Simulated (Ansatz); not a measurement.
This Al₂Cu structure is the end of a relaxation. The cell was found from a structure generator's guess, not taken from experiment.

All numbers below come from Ansatz 0.2.0, DFT PBE, scalar-relativistic, plane waves, PAW. Cutoff 420 eV, Γ-centred mesh, Gaussian smearing, no spin polarisation.

```cif
data_structure
_symmetry_space_group_name_H-M 'P 1'
_symmetry_Int_Tables_number 1
_cell_length_a 5.4674
_cell_length_b 5.4674
_cell_length_c 4.0275
_cell_angle_alpha 90.000
_cell_angle_beta 90.000
_cell_angle_gamma 120.000
_cell_volume 104.26
loop_
_atom_site_label
_atom_site_type_symbol
_atom_site_fract_x
_atom_site_fract_y
_atom_site_fract_z
_atom_site_occupancy
Al1 Al 0.50000 0.00000 0.50000 1
Al2 Al 0.00000 0.50000 0.50000 1
Al3 Al 0.50000 0.50000 0.50000 1
Al4 Al 0.00000 0.00000 0.50000 1
Cu1 Cu 0.33333 0.66667 0.00000 1
Cu2 Cu 0.66667 0.33333 0.00000 1
```

Energies over the elements count from the elements' standard structures at the same level, with no fitted energy shifts.

Question: Find its symmetry and describe it.

Answer: P6/mmm (No. 191). Conventional cell: a = 5.467 Å, c = 4.028 Å. Al on a site of symmetry mmm has 4 Cu at 2.56 Å and 6 Al at 2.73 Å; around Al on a site of symmetry 6/mmm lie 6 Al at 2.73 Å; Cu has 6 Al at 2.56 Å.

Question: How far does it lie from the elements in energy?

Answer: +0.15 eV/atom. It can't be a ground state, since the elements alone are lower.

Question: Is it a metal?

Answer: Yes, bands cross the Fermi level on the 12×12×10 mesh.

The last run used a 12×12×10 mesh (in the run's order of axes) for its 6-atom cell and Gaussian smearing of 0.10 eV. Symmetry constrained the relaxation, so the result can be a saddle point. Another cell of Al2Cu relaxed alike, in Fm-3m (a Materials Project cell), lies 0.33 eV/atom lower, so this cell isn't the stable form at this level.
